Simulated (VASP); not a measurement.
# GaAs (F-43m) in VASP: band structure with HSE06

Aim: the band structure of GaAs with HSE06.

Program: VASP 6.6.1. These are calculated values, not measurements. Logs are shortened: lines on timing, memory, paths and dates and some standing lists are left out, and cuts for length are marked.

**The experiment to reproduce.**

“Evidence of valence band perturbations in GaAsN/GaAs(001): A combined variable-angle spectroscopic ellipsometry and modulated photoreflectance investigation”, 2008, arxiv:0805.2212 reports, for a bulk crystal of GaAs at 300 K: band gap 1.412 ± 0.01 eV (direct).

How close the calculation comes is told below.

### 1 The structure

The structure is cubic, space group F-43m (No. 216). The conventional cell has a = 5.663 Å, b = 5.663 Å, c = 5.663 Å, α = 90.00°, β = 90.00°, γ = 90.00°. Ga (site symmetry -43m) has 4 As at 2.45 Å as nearest neighbours. Around As (site symmetry -43m) lie 4 Ga at 2.45 Å.

The cell is a database's computed one.

### 2 Band structure, HSE06

The input, POSCAR:

```
GaAs
1.0
    0.0000000000      2.8314000000      2.8314000000
    2.8314000000      0.0000000000      2.8314000000
    2.8314000000      2.8314000000      0.0000000000
Ga As
1 1
Direct
    0.0000000000      0.0000000000      0.0000000000
    0.7500000000      0.7500000000      0.7500000000
```

The input, INCAR.step1:

```
SYSTEM = GaAs
  ALGO = Normal
  EDIFF = 1E-5
  ENCUT = 520
  GGA = PE
  ISIF = 2
  ISMEAR = 0
  LASPH = .True.
  LCHARG = .False.
  LREAL = .False.
  LWAVE = .True.
  NBANDS = 16
  NELM = 100
  PREC = Accurate
  SIGMA = 0.02
```

The input, INCAR.step2:

```
SYSTEM = GaAs
  ALGO = Normal
  EDIFF = 1E-7
  ENCUT = 520
  GGA = PE
  HFSCREEN = 0.2
  ISIF = 2
  ISMEAR = 0
  ISTART = 1
  LASPH = .True.
  LCHARG = .False.
  LHFCALC = .True.
  LREAL = .False.
  LWAVE = .False.
  NBANDS = 16
  NELM = 100
  PREC = Accurate
  PRECFOCK = Fast
  SIGMA = 0.02
```

The input, KPOINTS:

```
k-points
0
Gamma
  6 6 6
  0 0 0
```

The input, KPOINTS_OPT:

```
path GXWKGLUWLK,UX
10
line-mode
reciprocal
 0.0000000000  0.0000000000  0.0000000000  G
 0.5000000000  0.0000000000  0.5000000000  X

 0.5000000000  0.0000000000  0.5000000000  X
 0.5000000000  0.2500000000  0.7500000000  W

 0.5000000000  0.2500000000  0.7500000000  W
 0.3750000000  0.3750000000  0.7500000000  K

 0.3750000000  0.3750000000  0.7500000000  K
 0.0000000000  0.0000000000  0.0000000000  G

 0.0000000000  0.0000000000  0.0000000000  G
 0.5000000000  0.5000000000  0.5000000000  L

 0.5000000000  0.5000000000  0.5000000000  L
 0.6250000000  0.2500000000  0.6250000000  U

 0.6250000000  0.2500000000  0.6250000000  U
 0.5000000000  0.2500000000  0.7500000000  W

 0.5000000000  0.2500000000  0.7500000000  W
 0.5000000000  0.5000000000  0.5000000000  L

 0.5000000000  0.5000000000  0.5000000000  L
 0.3750000000  0.3750000000  0.7500000000  K

 0.6250000000  0.2500000000  0.6250000000  U
 0.5000000000  0.0000000000  0.5000000000  X
```

Potentials or basis: VASP PAW PBE potentials, release 64 (Ga_d, As).

Command:

```sh
$ cat potpaw_PBE.64/Ga_d/POTCAR potpaw_PBE.64/As/POTCAR > POTCAR
$ cp INCAR.step1 INCAR
$ mpirun -np 1 vasp_std > vasp.out
$ cp INCAR.step2 INCAR
$ mpirun -np 1 vasp_std > vasp.out
```

OUTCAR:

```text
SYSTEM = GaAs
   EDIFF = 1E-7
   ENCUT = 520
   GGA = PE
   HFSCREEN = 0.2
   ISIF = 2
   ISMEAR = 0
   ISTART = 1
   LASPH = .True.
   LHFCALC = .True.
   LREAL = .False.
   NELM = 100
   PREC = Accurate
   PRECFOCK = Fast

 ion  position               nearest neighbor table
   1  0.000  0.000  0.000-   2 2.45   2 2.45   2 2.45   2 2.45
   2  0.750  0.750  0.750-   1 2.45   1 2.45   1 2.45   1 2.45

  LATTYP: Found a face centered cubic cell.
 ALAT       =     5.6628000000

  Lattice vectors:

 A1 = (   0.0000000000,   2.8314000000,   2.8314000000)
 A2 = (   2.8314000000,   0.0000000000,   2.8314000000)
 A3 = (   2.8314000000,   2.8314000000,   0.0000000000)

Analysis of symmetry for initial positions (statically):
=====================================================================
 Subroutine PRICEL returns:
 Original cell was already a primitive cell.

 Routine SETGRP: Setting up the symmetry group for a
 face centered cubic supercell.

 Subroutine GETGRP returns: Found 24 space group operations
 (whereof 24 operations were pure point group operations)
 out of a pool of 48 trial point group operations.

The static configuration has the point symmetry T_d .

Analysis of symmetry for dynamics (positions and initial velocities):
=====================================================================
 Subroutine PRICEL returns:
 Original cell was already a primitive cell.

 Routine SETGRP: Setting up the symmetry group for a
 face centered cubic supercell.

 Subroutine GETGRP returns: Found 24 space group operations
 (whereof 24 operations were pure point group operations)
 out of a pool of 48 trial point group operations.

The dynamic configuration has the point symmetry T_d .

 Subroutine INISYM returns: Found 24 space group operations
 (whereof 24 operations are pure point group operations),
 and found     1 'primitive' translations

----------------------------------------------------------------------------------------

                                     Primitive cell

  volume of cell :      45.3977

  direct lattice vectors                    reciprocal lattice vectors
     0.000000000  2.831400000  2.831400000    -0.176591086  0.176591086  0.176591086
     2.831400000  0.000000000  2.831400000     0.176591086 -0.176591086  0.176591086
     2.831400000  2.831400000  0.000000000     0.176591086  0.176591086 -0.176591086

  length of vectors
     4.004204281  4.004204281  4.004204281     0.305864733  0.305864733  0.305864733

  position of ions in fractional coordinates (direct lattice)
     0.000000000  0.000000000  0.000000000
     0.750000000  0.750000000  0.750000000

  ion indices of the primitive-cell ions
   primitive index   ion index
                 1           1
                 2           2

----------------------------------------------------------------------------------------

 KPOINTS: k-points

Automatic generation of k-mesh.
 Grid dimensions read from file:
 generate k-points for:    6    6    6

 Generating k-lattice:

  Cartesian coordinates                     Fractional coordinates (reciprocal lattice)
    -0.029431848  0.029431848  0.029431848     0.166666667  0.000000000  0.000000000
     0.029431848 -0.029431848  0.029431848     0.000000000  0.166666667  0.000000000
     0.029431848  0.029431848 -0.029431848     0.000000000  0.000000000  0.166666667

  Length of vectors
     0.050977455  0.050977455  0.050977455

  Shift w.r.t. Gamma in fractional coordinates (k-lattice)
     0.000000000  0.000000000  0.000000000

 Subroutine IBZKPT returns following result:
 ===========================================

 Found     16 irreducible k-points:

 Following reciprocal coordinates:
            Coordinates               Weight
  0.000000  0.000000  0.000000      1.000000
  0.166667  0.000000  0.000000      8.000000
  0.333333  0.000000  0.000000      8.000000
  0.500000  0.000000  0.000000      4.000000
  0.166667  0.166667  0.000000      6.000000
  0.333333  0.166667  0.000000     24.000000
[... 8 lines left out ...]
 -0.333333  0.333333  0.166667     24.000000
 -0.333333  0.500000  0.166667     12.000000
   k-points           NKPTS =     16   k-points in BZ     NKDIM =    216   number of bands    NBANDS=     16
   number of dos      NEDOS =    301   number of ions     NIONS =      2
   total plane-waves  NPLWV =  27000
   dimension x,y,z NGX =    30 NGY =   30 NGZ =   30
   dimension x,y,z NGXF=    60 NGYF=   60 NGZF=   60
   ions per type =               1   1
   NGX,Y,Z   is equivalent  to a cutoff of  12.46, 12.46, 12.46 a.u.
   NGXF,Y,Z  is equivalent  to a cutoff of  24.91, 24.91, 24.91 a.u.
 SYSTEM =  GaAs
   PREC   = accura    normal or accurate (medium, high low for compatibility)
   ISTART =      1    job   : 0-new  1-cont  2-samecut
   ICHARG =      0    charge: 1-file 2-atom 10-const
   ISPIN  =      1    spin polarized calculation?
   LNONCOLLINEAR =      F non collinear calculations
   LSORBIT =      F    spin-orbit coupling
   LASPH  =      T    aspherical Exc in radial PAW
   ENCUT  =  520.0 eV  38.22 Ry    6.18 a.u.   7.45  7.45  7.45*2*pi/ulx,y,z
   NELM   =    100;   NELMIN=  2; NELMDL=  0     # of ELM steps
   EDIFF  = 0.1E-06   stopping-criterion for ELM
   LREAL  =      F    real-space projection
   EDIFFG = 0.1E-05   stopping-criterion for IOM
   NSW    =      0    number of steps for IOM
   IBRION =     -1    ionic relax: 0-MD 1-quasi-New 2-CG
   NFREE  =      0    steps in history (QN), initial steepest desc. (CG)
   ISIF   =      2    stress and relaxation
   ISYM   =      3    0-nonsym 1-usesym 2-fastsym
   POTIM  = 0.5000    time-step for ionic-motion
   TEBEG  =    0.0;   TEEND  =   0.0 temperature during run
   PSTRESS=    0.0 pullay stress
   NELECT =      18.0000    total number of electrons
   NUPDOWN=      -1.0000    fix difference up-down
   EMIN   =  10.00;   EMAX   =-10.00  energy-range for DOS
   EFERMI =   0.00;   METHOD = LEGACY
   ISMEAR =     0;   SIGMA  =   0.02  broadening in eV -4-tet -1-fermi 0-gaus
   EFERMI_NEDOS =   21; number of points for ismear=-14 and -15
   IALGO  =     38    algorithm
   IMIX   =      1    mixing-type and parameters
     AMIX     =   0.40;   BMIX     =  1.00
     AMIX_MAG =   1.60;   BMIX_MAG =  1.00
  volume/ion in A,a.u.               =      22.70       153.18
  Fermi-wavevector in a.u.,A,eV,Ry     =   1.202692  2.272758 19.680394  1.446468
  Thomas-Fermi vector in A             =   2.338466
   LORBIT       =      0    0 simple, 1 ext, 2 COOP (PROOUT), +10 PAW based schemes
   GGA     = PE    functional components
   LHFCALC =     T    Hartree Fock is set to
   PRECFOCK=fast      Normal, Fast or Accurate (Low or Medium for compatibility)
   ENCUT4O =  -1.0   cutoff for four orbital integrals eV
   NKREDX  =     1    reduce k-point grid by
   NKREDY  =     1    reduce k-point grid by
   NKREDZ  =     1    reduce k-point grid by
   AEXX    =    0.2500 exact exchange contribution
   HFSCREEN=    0.2000 screening length (either q_TF or 0.3 A-1)
   HFSCREENC=   0.2000 screening length for correlation (either q_TF or 0.3 A-1)
   ENCUTFOCK=  -1.0 apply spherical cutoff to Coloumb kernel
   IVDW    =     0    specifies the selected vdW correction
   LEPSILON=     F    determine dielectric tensor
   LRPA    =     F    only Hartree local field effects (RPA)
 non-spin polarized calculation
 Gauss-broadening in eV      SIGMA  =   0.02
  energy-cutoff  :      520.00
  volume of cell :       45.40
 maximum number of plane-waves:      1243
 NGX is ok and might be reduce to    30
  NGX = 18; NGY = 18; NGZ = 18

 number of electron      17.9999991 magnetization

 Free energy of the ion-electron system (eV)
  ---------------------------------------------------
  ext. energy  EPLUGINS =         0.00000000
  ---------------------------------------------------
  free energy    TOTEN  =        -9.87619591 eV

  energy without entropy =       -9.87619591  energy(sigma->0) =       -9.87619591

 E-fermi :   3.5806     XC(G=0):  -7.9368

 val. band max:        3.4551019865   @ k =   0.0000   0.0000   0.0000
 cond. band min:       4.8456950438   @ k =   0.0000   0.0000   0.0000
 fundamental gap:      1.3905930573
 Fermi energy:         3.5806009114

 k-point     1 :       0.0000    0.0000    0.0000
  band No.  band energies     occupation
      1     -13.9168      2.00000
      2     -13.9168      2.00000
      3     -13.9168      2.00000
      4     -13.8371      2.00000
      5     -13.8371      2.00000
      6     -10.4784      2.00000
[... 8 lines left out ...]
     15      14.5542      0.00000
     16      14.5542      0.00000

 k-point     2 :       0.1667    0.0000    0.0000
  band No.  band energies     occupation
      1     -13.9304      2.00000
      2     -13.9115      2.00000
      3     -13.9115      2.00000
      4     -13.8373      2.00000
      5     -13.8373      2.00000
      6     -10.1364      2.00000
[... 8 lines left out ...]
     15      13.4189      0.00000
     16      13.4301      0.00000

 k-point     3 :       0.3333    0.0000    0.0000
  band No.  band energies     occupation
      1     -13.9564      2.00000
      2     -13.9024      2.00000
      3     -13.9024      2.00000
      4     -13.8362      2.00000
      5     -13.8362      2.00000
      6      -9.2435      2.00000
[... 8 lines left out ...]
     15      14.1097      0.00000
     16      14.1097      0.00000

 k-point     4 :       0.5000    0.0000    0.0000
  band No.  band energies     occupation
      1     -13.9688      2.00000
      2     -13.8988      2.00000
      3     -13.8988      2.00000
      4     -13.8346      2.00000
      5     -13.8346      2.00000
      6      -8.5741      2.00000
[... 8 lines left out ...]
     15      16.4870      0.00000
     16      16.4870      0.00000
[... 172 lines left out ...]
 k-point    14 :       0.5000    0.3333    0.1667
  band No.  band energies     occupation
      1     -13.9758      2.00000
      2     -13.8924      2.00000
      3     -13.8863      2.00000
      4     -13.8462      2.00000
      5     -13.8322      2.00000
      6      -8.5197      2.00000
[... 8 lines left out ...]
     15      15.7322      0.00000
     16      17.7947      0.00000

 k-point    15 :      -0.3333    0.3333    0.1667
  band No.  band energies     occupation
      1     -13.9811      2.00000
      2     -13.8918      2.00000
      3     -13.8817      2.00000
      4     -13.8445      2.00000
      5     -13.8342      2.00000
      6      -7.9705      2.00000
[... 8 lines left out ...]
     15      16.7758      0.00000
     16      17.4086      0.00000

 k-point    16 :      -0.3333    0.5000    0.1667
  band No.  band energies     occupation
      1     -13.9893      2.00000
      2     -13.8850      2.00000
      3     -13.8756      2.00000
      4     -13.8507      2.00000
      5     -13.8311      2.00000
      6      -7.7153      2.00000
[... 8 lines left out ...]
     15      16.8952      0.00000
     16      17.9495      0.00000

------------------------ aborting loop because EDIFF is reached ----------------------------------------

  FORCE on cell =-STRESS in cart. coord.  units (eV):
  Direction    XX          YY          ZZ          XY          YZ          ZX
  --------------------------------------------------------------------------------------
  -------------------------------------------------------------------------------------
  Total        0.1685231      0.1685231      0.1685231      0.0000000      0.0000000     -0.0000000
  in kB        5.9475253      5.9475253      5.9475253      0.0000000      0.0000000     -0.0000000
  external PRESSURE =       5.9475253 kB  Pullay stress =       0.0000000 kB

 VOLUME and BASIS-vectors are now :
 -----------------------------------------------------------------------------
  energy-cutoff  :      520.00
  volume of cell :       45.40
      direct lattice vectors                 reciprocal lattice vectors
     0.000000000  2.831400000  2.831400000    -0.176591086  0.176591086  0.176591086
     2.831400000  0.000000000  2.831400000     0.176591086 -0.176591086  0.176591086
     2.831400000  2.831400000  0.000000000     0.176591086  0.176591086 -0.176591086

 POSITION                                       TOTAL-FORCE (eV/Angst)
 -----------------------------------------------------------------------------------
      0.00000      0.00000      0.00000         0.000000      0.000000     -0.000000
      4.24710      4.24710      4.24710        -0.000000     -0.000000      0.000000
 -----------------------------------------------------------------------------------
    total drift:                                0.000023      0.000026      0.000018

  FREE ENERGIE OF THE ION-ELECTRON SYSTEM (eV)
  ---------------------------------------------------
  free  energy   TOTEN  =        -9.8761959061 eV

  energy  without entropy=       -9.8761959061  energy(sigma->0) =       -9.87619591
```

Wall time 87 min (1 thread of Intel Xeon 6975P-C (Granite Rapids), shared host); peak memory 0.37 GiB.

What came out:

```yaml
Free_energy: -9.8762 eV
Pressure: 0.6 GPa
Band_gap_on_the_k_mesh: 1.39 eV, direct
Band_gap_along_the_path: 1.39 eV, direct
```

Levels at the corners of the path, in eV from the valence-band top:
| point | band 6 | band 7 | band 8 | band 9 | band 10 | band 11 | band 12 | band 13 |
| --- | --- | --- | --- | --- | --- | --- | --- | --- |
| Γ | -13.93 | 0.00 | 0.00 | 0.00 | 1.39 | 4.56 | 4.56 | 4.56 |
| X | -11.22 | -7.36 | -2.89 | -2.89 | 2.10 | 2.35 | 11.50 | 11.50 |
| X | -11.22 | -7.36 | -2.89 | -2.89 | 2.10 | 2.35 | 11.50 | 11.50 |
| W | -11.16 | -7.14 | -3.81 | -3.57 | 5.47 | 5.62 | 6.40 | 6.87 |
| W | -11.16 | -7.14 | -3.81 | -3.57 | 5.47 | 5.62 | 6.40 | 6.87 |
| K | -11.26 | -7.14 | -4.15 | -2.43 | 2.66 | 5.51 | 9.08 | 9.18 |
| K | -11.26 | -7.14 | -4.15 | -2.43 | 2.66 | 5.51 | 9.08 | 9.18 |
| Γ | -13.93 | 0.00 | 0.00 | 0.00 | 1.39 | 4.56 | 4.56 | 4.56 |
| Γ | -13.93 | 0.00 | 0.00 | 0.00 | 1.39 | 4.56 | 4.56 | 4.56 |
| L | -12.03 | -7.18 | -1.22 | -1.22 | 1.77 | 5.48 | 5.48 | 8.66 |
| L | -12.03 | -7.18 | -1.22 | -1.22 | 1.77 | 5.48 | 5.48 | 8.66 |
| U | -11.26 | -7.14 | -4.15 | -2.43 | 2.66 | 5.51 | 9.08 | 9.18 |
| U | -11.26 | -7.14 | -4.15 | -2.43 | 2.66 | 5.51 | 9.08 | 9.18 |
| W | -11.16 | -7.14 | -3.81 | -3.57 | 5.47 | 5.62 | 6.40 | 6.87 |
| W | -11.16 | -7.14 | -3.81 | -3.57 | 5.47 | 5.62 | 6.40 | 6.87 |
| L | -12.03 | -7.18 | -1.22 | -1.22 | 1.77 | 5.48 | 5.48 | 8.66 |
| L | -12.03 | -7.18 | -1.22 | -1.22 | 1.77 | 5.48 | 5.48 | 8.66 |
| K | -11.26 | -7.14 | -4.15 | -2.43 | 2.66 | 5.51 | 9.08 | 9.18 |
| U | -11.26 | -7.14 | -4.15 | -2.43 | 2.66 | 5.51 | 9.08 | 9.18 |
| X | -11.22 | -7.36 | -2.89 | -2.89 | 2.10 | 2.35 | 11.50 | 11.50 |

Caveat: the PAW data sets were made with another functional, which shifts forces and pressure a little.

### 3 Comparison with measurements

Step 2. Against the measured gap of GaAs, 1.412 eV (direct; 300 K; “Evidence of valence band perturbations in GaAsN/GaAs(001): A combined variable-angle spectroscopic ellipsometry and modulated photoreflectance investigation”, 2008, arxiv:0805.2212), the calculated 1.39 eV is off by -0.02 eV. 3 values of this kind are on record (1.412 to 1.51 eV); this one was drawn at random among those near their median, those with a stated uncertainty first. Spin-orbit coupling on As, Ga is left out. The value is that of HSE06, without temperature or zero-point motion. The cell is a database's relaxed one, not the measured one, which moves gaps too.
